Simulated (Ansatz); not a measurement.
# GaN: the cost of one run

Method: DFT PBEsol, scalar-relativistic, plane waves, PAW, in Ansatz 0.2.0.

The COD entry's cell or inner coordinates are ideal or old and differ from later refinements, so a difference from it is no clean test against experiment.

2 further runs of the same task are left out: 2 set aside as unsound or not needed.

## (1) Starting point

Symmetry: P6_3mc, No. 186, hexagonal system. Conventional cell: a = 3.183 Å, b = 3.183 Å, c = 5.185 Å, α = 90.00°, β = 90.00°, γ = 120.00°. Ga (site symmetry 3m) has 4 N at 1.95 Å as nearest neighbours. N (site symmetry 3m) has 4 Ga at 1.95 Å as nearest neighbours.

As a file:

```cif
data_structure
_symmetry_space_group_name_H-M 'P6_3mc'
_symmetry_Int_Tables_number 186
_cell_length_a 3.1826
_cell_length_b 3.1826
_cell_length_c 5.1854
_cell_angle_alpha 90.000
_cell_angle_beta 90.000
_cell_angle_gamma 120.000
_cell_volume 45.49
loop_
_atom_site_label
_atom_site_type_symbol
_atom_site_symmetry_multiplicity
_atom_site_Wyckoff_symbol
_atom_site_fract_x
_atom_site_fract_y
_atom_site_fract_z
_atom_site_occupancy
Ga1 Ga 2 b 0.33333 0.66667 0.99919 1
N1 N 2 b 0.33333 0.66667 0.37581 1
```

It is the result of an earlier relaxation at this level (volume 11.37 Å³/atom; gap on the mesh: 1.88 eV).

The bulk reference comes from a run made before at the same settings: -2061.4235 eV/atom.

## (2) The (101) slab

Planes are indexed in the bulk's conventional cell (P6_3mc (No. 186)), a = 3.183 Å, b = 3.183 Å, c = 5.185 Å, α = 90.00°, β = 90.00°, γ = 120.00°.

Cut from the relaxed bulk: a (101) slab, 11.8 Å thick as cut, with 15 Å of vacuum; its outer planes are Ga (top) and Ga (bottom).

The slab as cut. Its planes from the bottom up:

```tsv
plane	atoms per cell	height over the lowest (Å)
1	Ga	0.00
2	N	0.51
3	N	0.92
4	Ga	2.03
5	Ga	2.43
6	N	2.94
7	N	3.35
8	Ga	4.46
9	Ga	4.87
10	N	5.38
11	N	5.78
12	Ga	6.90
13	Ga	7.30
14	N	7.81
15	N	8.22
16	Ga	9.33
17	Ga	9.74
18	N	10.25
19	N	10.65
20	Ga	11.76
```

## (3) The slab as cut, atoms at the bulk's places

The cell repeats along c, and a dipole correction in the vacuum removes the field between the copies.

File input.yaml:

```yaml
crystal:
  lattice:
    - [3.1825784895, 0.0, 0.0]
    - [-1.5912892448, 5.8724141529, 0.0]
    - [0.0, 0.0, 26.7631672812]
  atoms:
    - { symbol: Ga, position: [0.5370284539, 0.0740569078, 0.2802358899] }
    - { symbol: "N", position: [0.1218465068, 0.2436930135, 0.2993276426] }
    - { symbol: "N", position: [0.3902036421, 0.7804072842, 0.3144837881] }
    - { symbol: Ga, position: [0.8788141307, 0.7576282614, 0.3560166175] }
    - { symbol: Ga, position: [0.147171266, 0.2943425321, 0.3711727631] }
    - { symbol: "N", position: [0.7319893189, 0.4639786378, 0.3902645157] }
    - { symbol: "N", position: [0.0003464543, 0.0006929085, 0.4054206613] }
    - { symbol: Ga, position: [0.4889569428, 0.9779138857, 0.4469534907] }
    - { symbol: Ga, position: [0.7573140782, 0.5146281564, 0.4621096362] }
    - { symbol: "N", position: [0.3421321311, 0.6842642621, 0.4812013889] }
    - { symbol: "N", position: [0.6104892664, 0.2209785329, 0.4963575344] }
    - { symbol: Ga, position: [0.099099755, 0.19819951, 0.5378903638] }
    - { symbol: Ga, position: [0.3674568903, 0.7349137807, 0.5530465093] }
    - { symbol: "N", position: [0.9522749432, 0.9045498865, 0.572138262] }
    - { symbol: "N", position: [0.2206320786, 0.4412641572, 0.5872944075] }
    - { symbol: Ga, position: [0.7092425671, 0.4184851343, 0.6288272369] }
    - { symbol: Ga, position: [0.9775997025, 0.955199405, 0.6439833825] }
    - { symbol: "N", position: [0.5624177554, 0.1248355108, 0.6630751351] }
    - { symbol: "N", position: [0.8307748907, 0.6615497815, 0.6782312807] }
    - { symbol: Ga, position: [0.3193853793, 0.6387707586, 0.7197641101] }
basis:
  ecutwfc: 420
kpoints:
  mp_grid: { grid: [9, 5, 1] }
hamiltonian:
  xc: pbesol
scf:
  occupations: { method: gaussian, width: 0.05 }
output:
  forces: true
  stress: true
  eigenvalues: true
  write_density: true
  write_potential: true
  elf: true
  volumetric_format: npy
efield:
  axis: 3
  dipole_correction: true
  ramp_width: 0.04
```

Run with:

```console
$ ansatz run input.yaml --threads 2 --pin off --max-ram 5120MiB --backend cpu --events-out ev --progress --plain --runs-dir out
```

**Question.** How long does this run take on 2 threads of Intel Xeon Platinum 8259CL at 2.50GHz (Skylake/Cascade Lake), shared host, and how much memory does it need?

About 2.1 min, with a peak of 1.5 GiB.
